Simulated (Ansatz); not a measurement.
A generator proposed this cell of Sn.

```yaml
crystal:
  lattice:
    - [8.24295, 0.00000, 0.00000]
    - [-4.12148, 7.13861, 0.00000]
    - [0.00000, 0.00000, 4.70222]
  atoms:
    - { symbol: Sn, position: [0.88326, 0.44163, 0.25000] }
    - { symbol: Sn, position: [0.44163, 0.88326, 0.75000] }
    - { symbol: Sn, position: [0.44163, 0.55837, 0.75000] }
    - { symbol: Sn, position: [0.11674, 0.55837, 0.75000] }
    - { symbol: Sn, position: [0.55837, 0.44163, 0.25000] }
    - { symbol: Sn, position: [0.55837, 0.11674, 0.25000] }
```

All numbers below come from DFT PBE, scalar-relativistic, plane waves, PAW (Ansatz). Cutoff 420 eV; k points 3×3×4 on the computed 6-atom cell (Γ-centred); Gaussian smearing, width 0.10 eV; no spin polarisation.

Energies count from the standard state of Sn at the same level. The references include grey tin.

Task: How far from equilibrium is it?

Result: The pressure is 4.3 GPa (the mean over three directions, positive in compression), the largest force is 2.77 eV/Å, and the energy is +0.44 eV/atom against the standard state. The shortest distance is 2.68 Å.

Task: How much does it gain on relaxing, and where does it end?

Result: Relaxing gains about 0.17 eV/atom (the start's value is from the coarse mesh, so the gain is rough) in 11 ionic steps and ends at +0.27 eV/atom on the finer mesh. The symmetry stays P6_3/mmc (No. 194). The volume per atom grows by 10.3 %, from 46.1 to 50.9 Å³. The shortest distance goes from 2.68 Å (Sn–Sn) to 2.86 Å (Sn–Sn). Conventional cell: a = 8.581 Å, c = 4.785 Å. Sn is surrounded by 4 Sn at 2.86–2.93 Å.

The last run used a 6×6×8 mesh (in the run's order of axes) for its 6-atom cell and Gaussian smearing of 0.10 eV. The relaxation can't lower the symmetry of the start. A structure relaxed within its symmetry needn't be a true minimum.
